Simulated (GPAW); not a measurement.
Runs of GPAW 26.7.0 on PtSe2 (Sudovikovite). It takes space group P-3m1 (No. 164, trigonal). Conventional cell: a = 3.724 Å, b = 3.724 Å, c = 5.062 Å, α = 90.00°, β = 90.00°, γ = 120.00°. Around Pt (site symmetry -3m) lie 6 Se at 2.49 Å. Se (site symmetry 3m) has 3 Pt at 2.49 Å as nearest neighbours. 

```tsv
task	level	potentials or basis	spin	cell	k mesh	eigensolver	optimizer	fmax	max steps	target pressure	gap on the mesh (eV)	pressure (GPa)	largest force (eV/Å)
relaxation of cell and atoms	BLYP+D3	PAW data sets generated in the run's folder for this functional, pw	off	relaxed to 10 GPa	6 × 6 × 4	davidson	BFGS	0.05 eV/Å	40	10 GPa	none	9.7	0.01
relaxation of cell and atoms	BP86+D3	PAW data sets generated in the run's folder for this functional, pw	off	relaxed to 2 GPa	6 × 6 × 4	-	LBFGS	0.01 eV/Å	60	2 GPa	none	2.0	-
band structure	RPBE	the program's PAW data sets (release 1.2.1) made for this functional, pw	SOC, no magnetisation	as given	6 × 6 × 4	-	-	-	-	-	-	10.1	0.68
band structure	PBEsol	PAW data sets generated in the run's folder for this functional, pw	SOC, no magnetisation	as given	8 × 8 × 5	-	-	-	-	-	-	(b)	(a)
band structure	AM05	PAW data sets generated in the run's folder for this functional, pw	SOC, no magnetisation	as given	6 × 6 × 4	-	-	-	-	-	-	2.0	0.21
```

Alike in all rows: cutoff (eV) 600; smearing fermi-dirac 0.05 eV.

**Question.** Fill in the values left out.

**Answer.** (a) 0.37; (b) 2.2.

Caveats: spin-orbit coupling was added after a scalar SCF, so levels and gaps hold it while energy, forces, pressure and moments don't (some runs); this program's spin-orbit splittings come out too wide for heavy elements (some runs); later steps reuse the first step's grids (some runs); pairwise dispersion overbinds metals, which lowers pressure and volume (some runs).

A k mesh can miss the band edges, and rows without SOC leave out spin-orbit coupling on Pt, Se.

A gap of «none» marks a metal or a gap under the smearing width.

Runs at the PBE level aren't shown here.
